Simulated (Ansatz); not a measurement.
**Ag in Ansatz: the effect of functional**

Ag:

```
Ag
1.0
     0.00000    2.04275    2.04275
     2.04275    0.00000    2.04275
     2.04275    2.04275    0.00000
Ag
1
Direct
  0.00000 0.00000 0.00000
```

Alike in all runs:

```yaml
Program: Ansatz 0.2.0
Task: projected density of states
Potentials_or_basis: Ansatz PAW
k_mesh: 6 × 6 × 6
Occupations: fermi-dirac, width 0.05 eV
Spin: no spin polarisation
```

```tsv
functional	cutoff	pressure (GPa)
LDA	420 eV (not typed: the program's choice for these potentials)	-6.5
PBE	420 eV (not typed: the program's choice for these potentials)	5.5
PBEsol	420 eV (not typed: the program's choice for these potentials)	?
RPBE	420 eV (not typed: the program's choice for these potentials)	9.6
revPBE	420 eV (not typed: the program's choice for these potentials)	8.4
BLYP	420 eV (not typed: the program's choice for these potentials)	13.0
r2SCAN	500 eV (not typed: the program's choice for these potentials)	2.3
HSE06	420 eV (not typed: the program's choice for these potentials)	4.7
PBE0	420 eV (not typed: the program's choice for these potentials)	4.6
r2SCAN0	500 eV (not typed: the program's choice for these potentials)	3.0
```

**Question.** What does the run with functional PBEsol give?

**Answer.** Pressure -1.8 GPa.

Caveats: all runs use coarse meshes; the density of states is complete only up to the lowest level of the last band computed; the PAW data sets come from PBE, with cores solved anew for the run's functional, which leaves a small shift of forces and pressure (some runs); the thresholds are loose for stress (some runs).
